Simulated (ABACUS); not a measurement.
**Cr: single point with PBEsol**

The system is Cr.

```
CELL_PARAMETERS angstrom
-1.48445 1.48445 1.48445
1.48445 -1.48445 1.48445
1.48445 1.48445 -1.48445
ATOMIC_POSITIONS crystal
Cr 0.00000 0.00000 0.00000
```

| Quantity | Value |
| --- | --- |
| Program | ABACUS 3.10.1 |
| Task | single point |
| Functional | PBEsol |
| Potentials or basis | SG15 ONCV 1.2 PBE |
| Cutoff | 1361 eV |
| Density cutoff | 5442 eV |
| Basis | DZP LCAO (the cutoffs set its grid) |
| k mesh | 11 × 11 × 11 |
| Occupations | fermi-dirac, width 0.05 eV |
| Spin | collinear spin, ferromagnetic start |
| Starting moments | [3.0] μB |
| Orbital files | Cr Cr_confined-atom_7au_3s2p2d1f.orb |
| Radial cutoff of the potentials (pseudo_rcut) | 10 bohr |
| SCF threshold on the density | 1e-07 |
| Max SCF steps | 100 |
| Eigensolver | genelpa |
| Mixing | broyden |
| Mixing share | 0.4 |
| Symmetry key | 1 |

The pressure is -31.0 GPa and the band gap on the k mesh is none (metal or under the smearing width). The net moment is 0.00 μB per cell and the absolute moment is 0.00 μB per cell.

Levels at points of the mesh, in eV from the Fermi level:
Spin up:
```csv
k point,band 4,band 5,band 6,band 7,band 8,band 9,band 10,band 11
"(0.00, 0.00, 0.00)",-42.84,-7.56,-0.75,-0.75,-0.75,1.00,1.00,22.32
```
Spin down:
```tsv
k point	band 3	band 4	band 5	band 6	band 7	band 8	band 9	band 10	band 11	band 12
(0.00, 0.00, 0.00)	-42.84	-42.84	-7.56	-0.75	-0.75	-0.75	1.00	1.00	22.32	22.32
```

Wall time 11 s on 4 MPI ranks on Intel(R) Xeon(R) Platinum 8488C (Sapphire Rapids), on a shared host, peak memory 0.4 GiB a rank.

Caveat: the atomic orbitals were generated for these runs and aren't a published set; the starting moments collapsed, and a magnetic state may lie lower; a pressure of tens of GPa on the cell as given is suspect, and the run, the potentials or the cell itself is likely at fault; the potentials were made for another functional, which shifts forces and pressure; the basis of atomic orbitals isn't converged, which shifts pressures, moduli and gaps.
